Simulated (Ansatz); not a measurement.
What a trial cell of B₃As relaxes into

Theory: DFT r2SCAN, scalar-relativistic, plane waves, PAW in Ansatz 0.2.0. Cutoff 500 eV, Γ-centred k mesh, Gaussian smearing, no spin polarisation in the final step.

This is the end of a relaxation of cell and atoms.

```
CELL_PARAMETERS angstrom
4.27836 0.00000 0.00000
0.00000 4.27836 0.00000
0.00000 0.00000 4.27836
ATOMIC_POSITIONS crystal
B 0.00000 0.50000 0.25000
B 0.00000 0.50000 0.75000
B 0.25000 0.00000 0.50000
B 0.75000 0.00000 0.50000
B 0.50000 0.75000 0.00000
B 0.50000 0.25000 0.00000
As 0.00000 0.00000 0.00000
As 0.50000 0.50000 0.50000
```

Energies over the elements count from the elements' standard structures at the same level, with no empirical corrections.

Q: What space group does it have?

A: Pm-3n (No. 223). Conventional cell: a = 4.278 Å. B has 2 B at 2.14 Å, 4 As at 2.39 Å and 8 B at 2.62 Å; As has 12 B at 2.39 Å.

Q: What is its formation energy per atom?

A: 2.16 eV/atom.

Q: Is it a metal?

A: Yes, bands cross the Fermi level on the 10×10×10 mesh.

The final run used a 10×10×10 mesh on its 8-atom cell and 0.10 eV smearing. The k mesh leaves about 4 meV/atom of noise in metals. The cell came from a trial start, so B₃As may not exist in this structure.

Cost: 3 runs of about 1.4 core-minutes in all, on Arm Neoverse V2 (shared hosts).